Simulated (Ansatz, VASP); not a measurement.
# Cross-check of InGa2As3 between VASP and Ansatz

Wanted: the spread between two codes on one cell, functional and k mesh. The cell is taken from a series of runs on this material, whose earlier steps may have relaxed, scaled, displaced or heated it; both programs get it as it stands.

Calculated with Ansatz 0.2.0; plane waves, with VASP 6.6.1 beside it; relaxation of cell and atoms at PBEsol.

## 1. The starting structure

The cell holds 12 atoms: 2 In, 6 As and 4 Ga. Its edges and angles: a = 4.133 Å, b = 4.133 Å, c = 17.171 Å, α = 90.0°, β = 90.0°, γ = 90.0°. It derives from InAs. The structure's axis is c.

## 2. Ansatz: relaxation of cell and atoms, PBEsol

Ansatz runs on its PAW soft_1 files.

The relaxed volume is the usual yardstick between codes: in a stiff, nearly cubic crystal its relative difference is about their pressure difference at one cell divided by the bulk modulus.

input.yaml

```yaml
crystal:
  lattice:
    - [4.13293307, 0.0, 0.0]
    - [0.0, 4.13293307, 0.0]
    - [0.0, 0.0, 17.1710041113]
  atoms:
    - { symbol: In, position: [0.0, 0.0, 0.0398113102] }
    - { symbol: As, position: [0.5, 0.0, 0.1305660694] }
    - { symbol: In, position: [0.5, 0.5, 0.2213208285] }
    - { symbol: As, position: [0.0, 0.5, 0.3120755877] }
    - { symbol: Ga, position: [0.0, 0.0, 0.4028303468] }
    - { symbol: As, position: [0.5, 0.0, 0.4824529673] }
    - { symbol: Ga, position: [0.5, 0.5, 0.5620755877] }
    - { symbol: As, position: [0.0, 0.5, 0.6416982081] }
    - { symbol: Ga, position: [0.0, 0.0, 0.7213208285] }
    - { symbol: As, position: [0.5, 0.0, 0.8009434489] }
    - { symbol: Ga, position: [0.5, 0.5, 0.8805660694] }
    - { symbol: As, position: [0.0, 0.5, 0.9601886898] }
kpoints:
  mp_grid: { grid: [6, 6, 2] }
hamiltonian:
  xc: pbesol
  pseudopotentials: { kind: paw, azcp: { folder: soft_1 }, xc_functional: pbe }
scf:
  occupations: { method: fermi_dirac, width: 0.02 }
relax:
  f_tol: 0.015
  max_steps: 100
  cell: {}
output:
  write_density: true
  write_potential: true
  elf: true
  volumetric_format: npy
```

Launch:

```sh
$ ansatz run input.yaml --threads 3 --pin off --max-ram 92160MiB --backend cuda --events-out ev --progress --plain --runs-dir out --devices 1 --max-vram 13GiB
```

Numbers of over 12 decimals in the logs are rounded to 6 here.

Output:

```text
GPUs: using 1 of 1 available (devices: 1).
Engine: ansatz 0.2.0, x86_64-unknown-linux-gnu
Pseudopotentials: kind: paw
Pseudopotential: In, paw, valence charge 13, recommended cutoff 420 eV (normal), soft_1/In.paw.azcp
Pseudopotential: As, paw, valence charge 15, recommended cutoff 420 eV (normal), soft_1/As.paw.azcp
Pseudopotential: Ga, paw, valence charge 13, recommended cutoff 420 eV (normal), soft_1/Ga.paw.azcp
Functional definition: PBEsol
  exchange = pbesol_x
  correlation = pbesol_c
device memory: the entry about to start is reckoned to put 5.2 GiB on a device that reports 68.2 GiB free (of which the cap on the GPU budget leaves the run 13.0 GiB)
GPU FFT provider: cuFFT
GPU libraries: cuBLAS 13.8.2, cuFFT 12.4.0, cuSOLVER 12.3.4
Crystal: 12 atoms, lattice volume = 293.300 Å³
Basis set: ecut = 420 eV, 5705 PW (Γ), exchange–correlation on 60×60×240 points (8 copies of the dense FFT grid, shifted against one another)
Bands: 101, of which v1, the nominal top of the filled ones, is band 84 counted from 1 (83 counted from 0)
Symmetry: 4 space group operations
Space group: Pmm2 (ITA 25), of the structure as read, at distance tolerance 6.6e-5 Å
k-points: 32 of 72
Non-local potential: In, projectors of the file, l = 0: 2, l = 1: 2, l = 2: 2, l = 3: 1
Non-local potential: As, projectors of the file, l = 0: 2, l = 1: 2, l = 2: 3, l = 3: 1
Non-local potential: Ga, projectors of the file, l = 0: 2, l = 1: 2, l = 2: 3, l = 3: 1
PAW form: soft (Blöchl's): semilocal exchange-correlation on the pseudo side does not see the compensation charge
PAW frozen core: In, regenerated for the run's functional, and the local potential with it (the file was generated under x = pbe(κ = 0.804, μ = 0.219515), c = pbe(β = 0.066725))
PAW frozen core: As, regenerated for the run's functional, and the local potential with it (the file was generated under x = pbe(κ = 0.804, μ = 0.219515), c = pbe(β = 0.066725))
PAW frozen core: Ga, regenerated for the run's functional, and the local potential with it (the file was generated under x = pbe(κ = 0.804, μ = 0.219515), c = pbe(β = 0.066725))
PAW one-centre angular grid: In, 590 points (default); XC on 64 Gauss nodes
PAW one-centre angular grid: As, 590 points (default); XC on 64 Gauss nodes
PAW one-centre angular grid: Ga, 590 points (default); XC on 64 Gauss nodes
Initial density: superposition of atomic densities (chi_scale 0.1, normalization cell, long waves kept (reshape's long-wave potential 0.31 eV rms))
Initial wavefunctions: pseudopotential atomic-orbital guess
GPU buffer pool allocated for 108000 grid points (all kernels)
GPU transforms: local potential and band sums: pruned to the plane-wave sphere, on 27×27×120
Functional: x = pbesol(κ = 0.804, μ = 0.123457), c = pbesol(β = 0.046)
SCF iter   1: F=—  HF=-54905.471833 eV  |F-HF|=—  |Δ(HF+E_count)|=         —  Δρ=3.77e-2  dr2=3.67e0  ethr=3.10e-3  ⟨swp⟩=6.0  Hψ=12362  notcnv=0  defer=3
preconditioner: auto → Resta (q_TF=auto, 2.486 Å⁻¹)  ε∞=3.5  [insulator: Δε(μ)=0.056 eV  Ē_g=14.355 eV  σ=0.020 eV  W_gap=0.61  n_scr=84 (ndim 8)  ℏωp=22.5 eV  f_vac=0.005  D(μ)=0.46/eV (n_scr^D=2)  ε∞_Penn≈3.5]
SCF iter   2: F=—  HF=-54904.962722 eV  |F-HF|=—  |Δ(HF+E_count)|=   5.09e-1  Δρ=2.13e-2  dr2=1.08e0  ethr=2.18e-3  ⟨swp⟩=2.0  Hψ=3927  notcnv=0  defer=360
preconditioner: auto → Kerker (q_TF=auto, 2.486 Å⁻¹)  [metal: Δε(μ)=0.033 eV  Ē_g=14.311 eV  σ=0.020 eV  W_gap=0.39  n_scr=84 (ndim 8)  ℏωp=22.5 eV  f_vac=0.015 (ignored in choosing the arm: the first look at the density read no void)  D(μ)=0.65/eV (n_scr^D=2)]
SCF iter   3: F=—  HF=-54904.732355 eV  |F-HF|=—  |Δ(HF+E_count)|=   2.30e-1  Δρ=3.20e-3  dr2=1.81e-1  ethr=6.40e-4  ⟨swp⟩=2.8  Hψ=3423  notcnv=0  defer=360
SCF iter   4: F=—  HF=-54904.734681 eV  |F-HF|=—  |Δ(HF+E_count)|=   2.33e-3  Δρ=2.45e-3  dr2=7.45e-2  ethr=1.08e-4  ⟨swp⟩=2.1  Hψ=6623  notcnv=0  defer=357
SCF iter   5: F=—  HF=-54904.718767 eV  |F-HF|=—  |Δ(HF+E_count)|=   1.59e-2  Δρ=1.05e-3  dr2=1.01e-2  ethr=4.44e-5  ⟨swp⟩=2.4  Hψ=5658  notcnv=0  defer=357
SCF iter   6: F=—  HF=-54904.719323 eV  |F-HF|=—  |Δ(HF+E_count)|=   5.56e-4  Δρ=5.42e-4  dr2=3.33e-3  ethr=6.01e-6  ⟨swp⟩=2.0  Hψ=5730  notcnv=0  defer=357
SCF iter   7: F=—  HF=-54904.718979 eV  |F-HF|=—  |Δ(HF+E_count)|=   3.44e-4  Δρ=2.42e-4  dr2=1.16e-3  ethr=1.98e-6  ⟨swp⟩=2.0  Hψ=5438  notcnv=0  defer=357
SCF iter   8: F=—  HF=-54904.717887 eV  |F-HF|=—  |Δ(HF+E_count)|=   1.09e-3  Δρ=1.30e-4  dr2=1.36e-4  ethr=6.88e-7  ⟨swp⟩=2.0  Hψ=4470  notcnv=0  defer=357
SCF iter   9: F=—  HF=-54904.717704 eV  |F-HF|=—  |Δ(HF+E_count)|=   1.83e-4  Δρ=4.94e-5  dr2=1.65e-5  ethr=8.11e-8  ⟨swp⟩=2.0  Hψ=5532  notcnv=0  defer=357
SCF iter  10: F=—  HF=-54904.718559 eV  |F-HF|=—  |Δ(HF+E_count)|=   8.55e-4  Δρ=3.80e-5  dr2=7.75e-6  ethr=9.83e-9  ⟨swp⟩=2.0  Hψ=4836  notcnv=0  defer=357
[...]
SCF iter   1: F=—  HF=-54905.015714 eV  |F-HF|=—  |Δ(HF+E_count)|=         —  Δρ=1.50e-4  dr2=1.52e-6  ethr=2.35e-7  ⟨swp⟩=2.8  Hψ=19279  notcnv=0
SCF iter   2: F=—  HF=-54905.017070 eV  |F-HF|=—  |Δ(HF+E_count)|=   1.36e-3  Δρ=4.41e-6  dr2=8.79e-8  ethr=9.02e-10  ⟨swp⟩=2.0  Hψ=4951  notcnv=0
SCF iter   3: F=—  HF=-54905.017070 eV  |F-HF|=—  |Δ(HF+E_count)|=   1.41e-8  Δρ=3.76e-6  dr2=7.07e-8  ethr=5.23e-11  ⟨swp⟩=2.0  Hψ=5907  notcnv=0
SCF iter   4: F=—  HF=-54905.017070 eV  |F-HF|=—  |Δ(HF+E_count)|=   2.37e-8  Δρ=1.23e-6  dr2=8.50e-9  ethr=4.21e-11  ⟨swp⟩=2.0  Hψ=4952  notcnv=0
SCF iter   5: F=—  HF=-54905.017070 eV  |F-HF|=—  |Δ(HF+E_count)|=   2.70e-9  Δρ=3.85e-7  dr2=7.28e-10  ethr=5.06e-12  ⟨swp⟩=2.0  Hψ=4321  notcnv=0
SCF iter   6: F=-54905.017070 eV  HF=-54905.017070 eV  |F-HF|=2.91e-11  |Δ(HF+E_count)|=  3.27e-10  Δρ=8.04e-8  dr2=1.49e-11  ethr=1.00e-12  ⟨swp⟩=6.0  Hψ=15641  notcnv=0
SCF 5 converged in 6 iterations: F = -54905.017070 eV  dr2 = 1.49e-11
  greatest PAW one-centre occupation: 0.999 electrons in one spin orbital (limit 2), on the As atom at site 7 (counted from 0), in its partial waves of l = 2
relax step   5: F+E_penalty+E_count = -54905.01706983 eV  Δ(F+E_penalty+E_count) = -5.547e-5 eV  max|allowed force component| = 1.482e-3 eV/Å  Δτ_max = 0.0000 Å  P = -0.001 GPa  Ω = 293.380 Å³  stress off target by 1.89e-3 GPa  SCF on the basis re-selected at this cell (its energy is not comparable with the rows above)  (6 SCF iters)
basis re-selected at this cell: Δ(F+E_penalty+E_count) = -5.547e-5 eV, ΔP = -0.000 GPa vs the last step (what re-selecting the basis moved, of the pressure what is left beyond the Pulay correction that the steps carried, after the strain that the cell walked since its last selection, with what the two solves' SCF thresholds leave and, on support functions, any second-order correction that the steps lacked; it is no m [...]
SCF converged after 6 iterations
Free energy (F): -54905.017070 eV
Harris-Foulkes:  -54905.017070 eV  (|F-HF|=2.91e-11)
Internal energy: -54905.015947 eV  (E = F + TS)
E sigma→0 (E₀):  -54905.016509 eV
Entropy (-TS):   -0.001123 eV (-0.094 meV/atom)
Fermi energy:    7.676528 eV
--- Per-component energies (eV) ---
  E_band       = -1949.527566
  E_kinetic    = 1472.587497
  E_local      = -22204.310600  (includes V_loc(G=0)·N_el)
  E_nonlocal   = -2063.766672
  E_hartree    = 12276.943274
  E_xc         = -954.119047
  E_vxc        = -845.311719  (∫ρ·V_xc dr)
  E_paw        = -27911.351187  (= ΣΔE_a)
  E_vpaw       = -2862.612204  (= ΣTr[D̂ρ^β])
  E_aug_tail   = -0.000650  (compensation charges beyond the density's cutoff)
  E_ewald      = -15530.720867
  E_core_change = 9.722305  (= ΣΔE_core)
  E_smearing   = -0.001123  (= −TS)
  E_closure    = -0.000000  (closes the sum)
  Σ components = -54905.017070   (vs F -54905.017070, Δ=0.00e0)
--- Forces (eV/Å), atoms counted from 1 ---
  atom   1  In     0.00000000     0.00000000    -0.00148195
  atom   2  As    -0.00000000    -0.00000000    -0.00034242
  atom   3  In    -0.00000000    -0.00000000     0.00093351
  atom   4  As    -0.00000000     0.00000000    -0.00133267
  atom   5  Ga     0.00000000     0.00000000    -0.00110742
  atom   6  As     0.00000000    -0.00000000    -0.00050435
  atom   7  Ga     0.00000000    -0.00000000     0.00029478
  atom   8  As     0.00000000    -0.00000000     0.00062972
  atom   9  Ga     0.00000000     0.00000000     0.00058562
  atom  10  As    -0.00000000     0.00000000     0.00073487
  atom  11  Ga     0.00000000    -0.00000000     0.00066778
  atom  12  As     0.00000000    -0.00000000     0.00092274
  max |Σ_I F_I| component: 2.04e-7 eV/Å
--- Stress (GPa, compression-positive) ---
       -0.001887       0.000000      -0.000000
        0.000000      -0.001191      -0.000000
       -0.000000      -0.000000       0.000562
  P = ⅓ Tr σ = -0.0008 GPa (-0.008 kbar)
--- Band table (eV; the first three rows and the last of 32) ---
  k-point 0: bands = [... 80 lower, 6.7353, 7.5505, 7.6582, 7.6638, 7.6640, 8.8383, 8.8809, 9.2134, ... 13 higher]
  k-point 1: bands = [... 80 lower, 7.1937, 7.1937, 7.4794, 7.4796, 8.7565, 8.8323, 8.9755, 8.9966, ... 13 higher]
  k-point 2: bands = [... 80 lower, 6.7668, 6.7738, 7.0421, 7.5686, 9.1039, 9.1602, 9.4377, 9.4962, ... 13 higher]
  k-point 31: bands = [... 80 lower, 4.9300, 4.9336, 4.9455, 4.9455, 9.4405, 9.4456, 9.5503, 9.5654, ... 13 higher]
--- Relaxed structure (4 steps of the walk, 4 accepted, 1 SCFs on fresh bases) ---
  F+E_penalty+E_count = -54905.01706983 eV   max|allowed force component| = 1.482e-3 eV/Å   (the final SCF, on the basis selected at the relaxed cell)
  cell:  # Å, volume = 293.3796 Å³
    - [4.099805, 0.0, 0.0]
    - [0.0, 4.099760, 0.0]
    - [0.0, 0.0, 17.454536]
  atoms:
    - { symbol: In, position: [0.0, 0.0, 0.046500] }
    - { symbol: As, position: [0.5, 0.0, 0.137999] }
    - { symbol: In, position: [0.5, 0.500000, 0.229497] }
    - { symbol: As, position: [0.0, 0.500000, 0.321770] }
    - { symbol: Ga, position: [0.0, 0.0, 0.400292] }
    - { symbol: As, position: [0.5, 0.0, 0.479606] }
    - { symbol: Ga, position: [0.5, 0.500000, 0.558784] }
    - { symbol: As, position: [0.0, 0.500000, 0.637973] }
    - { symbol: Ga, position: [0.0, 0.0, 0.717168] }
    - { symbol: As, position: [0.5, 0.0, 0.796357] }
    - { symbol: Ga, position: [0.5, 0.500000, 0.875687] }
    - { symbol: As, position: [0.0, 0.500000, 0.954218] }
```

In the SCF lines HF is the Harris–Foulkes energy and dr2 the Hartree energy of the density residual, in eV; the loop may stop once dr2 is under the threshold and the program's other checks hold. Hψ counts applications of the Hamiltonian.

[end of part 1 of 2]

[Lines on the potential files, build, host, timing and source positions are cut from VASP's logs without a mark.]

[Logs are printed without paths, hosts, clocks, repeated set-up lines and the standing remarks that a program may print on its own settings, such as how far it seeks lower states.]

[Hosts, paths, dates, database ids (printed as entryN), source tags and the programs' standing remarks are cut or masked in the printed files.]
